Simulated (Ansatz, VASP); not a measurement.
Rh in VASP and in Ansatz

```xyz
1
Lattice="0.0000 1.8768 1.8768 1.8768 0.0000 1.8768 1.8768 1.8768 0.0000" Properties=species:S:1:pos:R:3 pbc="T T T"
Rh    0.0000    0.0000    0.0000
```

Alike in both runs: functional LDA; k mesh 20 × 20 × 20; occupations gaussian, width 0.1 eV; no spin polarisation.

Ansatz relaxed the structure, and its values are those at the end. VASP's run is a single point on that final structure, the one shown.

|  | VASP | Ansatz |
| --- | --- | --- |
| version | VASP 6.6.1 | Ansatz 0.2.0 |
| potentials or method | VASP PAW LDA potentials, release 64 (Rh_pv) | scalar-relativistic, plane waves, PAW |
| plane-wave cutoff (eV) | 520 | 420 |
| valence electrons in the cell | 15 | 17 |

Ansatz gave:

```
gap on the k mesh at the Fermi level (eV) : none
pressure (GPa)                            : 0.0
```

Problem. Estimate VASP's values.

Solution. gap on the k mesh at the Fermi level (eV): none; pressure (GPa): 0.9.

A gap of «none» marks a metal or a gap that the smearing closes. The two sets of potentials don't hold the same shells in valence.
